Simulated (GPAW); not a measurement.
Runs of GPAW 26.7.0 on Si. It takes space group P6/mmm (No. 191, hexagonal). The conventional cell has a = 4.121 Å, b = 4.121 Å, c = 2.655 Å, α = 90.00°, β = 90.00°, γ = 120.00°. Si (site symmetry -6m2) has 5 Si at 2.38 to 2.65 Å as nearest neighbours. The cell was built by a generator and needn't be a form met in nature.

```csv
task,level,potentials or basis,cell,optimizer,fmax,max steps,convergence,eigensolver,gap on the mesh (eV),pressure (GPa),relaxed volume (Å³/atom)
relaxation of cell and atoms,PBEsol+D3(BJ),"PAW data sets generated in the run's folder for this functional, pw",relaxed,FIRE,0.01 eV/Å,60,density=1e-05 forces=0.0001,-,none,0.0,18.63
relaxation of cell and atoms,BLYP,"PAW data sets generated in the run's folder for this functional, pw",relaxed,LBFGS,0.02 eV/Å,40,density=1e-05 forces=0.0001,davidson,none,0.0,20.68
band structure,r2SCAN,"GPAW PAW data sets (gpaw-data 1.2.1), pw",as given,-,-,-,-,-,-,-0.7,-
band structure,BLYP,"PAW data sets generated in the run's folder for this functional, pw",as given,-,-,-,-,davidson,-,(a),-
```

Alike in all rows: no spin polarisation; k mesh 8 × 8 × 10; cutoff (eV) 600; smearing fermi-dirac 0.05 eV.

Task: Estimate the missing entries.

Result: (a) 4.2.

Caveats: later steps reuse the first step's grids (some runs); pairwise dispersion overbinds metals, which lowers pressure and volume (some runs); the PAW data sets were made with another functional, which shifts forces and pressure a little (some runs).

A k mesh can miss the band edges.

A gap of «none» marks a metal or a gap under the smearing width.

Not every run made on this cell is shown here.
